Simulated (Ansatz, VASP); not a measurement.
**BeTe: VASP beside Ansatz**

```
Be Te
1.0
     0.00000    2.67933    2.67933
     2.67933    0.00000    2.67933
     2.67933    2.67933    0.00000
Be Te
1 1
Direct
  0.50000 0.50000 0.50000
  0.00000 0.00000 0.00000
```

Alike in both runs: task relaxation of cell and atoms; functional PBE; k mesh 18 × 18 × 18; occupations gaussian, width 0.1 eV; no spin polarisation.

|  | VASP | Ansatz |
| --- | --- | --- |
| version | VASP 6.6.1 | Ansatz 0.2.0 |
| potentials or method | VASP PAW PBE potentials, release 64 (Be, Te) | scalar-relativistic, plane waves, PAW |
| plane-wave cutoff (eV) | 600 | 420 |
| valence electrons in the cell | 8 | 18 |

|  | VASP | Ansatz | Ansatz less VASP |
| --- | --- | --- | --- |
| gap on the k mesh at the Fermi level, each at its own relaxed structure (eV) | none | none | - |
| relaxed volume (Å³/atom) | 19.28 | 19.26 | -0.029 |
| relaxed cell length with the largest relative difference (Å) | 3.792 | 3.791 | -0.0019 |

A gap of «none» marks a metal or a gap that the smearing closes. The two sets of potentials don't hold the same shells in valence.

Spin-orbit coupling is left out, which matters for the levels of Te.
